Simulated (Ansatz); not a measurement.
The system is CuO.

```xyz
6
Lattice="4.1609 0.0000 0.0000 0.0000 4.1609 0.0000 0.0000 0.0000 3.8876" Properties=species:S:1:pos:R:3 pbc="T T T"
Cu    2.0805    0.0000    1.9438
Cu    0.0000    2.0805    1.9438
Cu    0.0000    0.0000    0.0000
O     0.0000    0.0000    1.9438
O     2.0805    0.0000    0.0000
O     0.0000    2.0805    0.0000
```

Measurements of this composition are mostly on another form, of space group No. 15.

Base run:

| Property | Result |
| --- | --- |
| Program | Ansatz 0.2.0 |
| Functional | PBEsol |
| Potentials or basis | Ansatz PAW |
| Cutoff | 420 eV (not typed: the program's choice for these potentials) |
| k mesh | 7 × 7 × 7 |
| Occupations | fermi-dirac, width 0.05 eV |
| Spin | no spin polarisation |

Its results: band gap on the k mesh none (metal or under the smearing width); pressure -5.5 GPa.

Problem. The run is repeated on the same cell with these changes: hubbard terms from none to Cu d U = 5.3 eV; hubbard projectors from none to ortho-atomic (the default). What comes out?

Solution. Band gap on the k mesh none (metal or under the smearing width); pressure -2.4 GPa.

Caveats: an odd number of electrons without spin polarisation forces a metal; a magnetic or distorted state may lie lower; the run has no spin polarisation, though such a crystal can be magnetic; the PAW data sets come from PBE, with cores solved anew for the run's functional, which leaves a small shift of forces and pressure; semilocal functionals often make such compounds metallic where correlation or magnetic order opens a gap, which also shifts bond lengths (some runs); U without spin polarisation on a metal has little footing (some runs).
